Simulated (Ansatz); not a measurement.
## Zn in Ansatz: the effect of functional

Zn:

```
Zn
1.0
     2.72237    0.00000    0.00000
    -1.36118    2.35764    0.00000
     0.00000    0.00000    5.06340
Zn
2
Direct
  0.66667 0.33333 0.75000
  0.33333 0.66667 0.25000
```

The cell isn't the ideal one: volume scaled by 1.06.

Alike in all runs:

| Item | Value |
| --- | --- |
| Program | Ansatz 0.2.0 |
| Task | single point |
| Potentials or basis | Ansatz PAW |
| k mesh | 11 × 11 × 6 |
| Occupations | fermi-dirac, width 0.05 eV |
| Spin | no spin polarisation |

```tsv
functional	cutoff	pressure (GPa)
LDA	420 eV (not typed: the program's choice for these potentials)	?
PBEsol	420 eV (not typed: the program's choice for these potentials)	-8.6
r2SCAN	500 eV (not typed: the program's choice for these potentials)	-8.0
```

Q: What does the run with functional LDA give?

A: Pressure -11.6 GPa.

Caveats: the PAW data sets come from PBE, with cores solved anew for the run's functional, which leaves a small shift of forces and pressure.
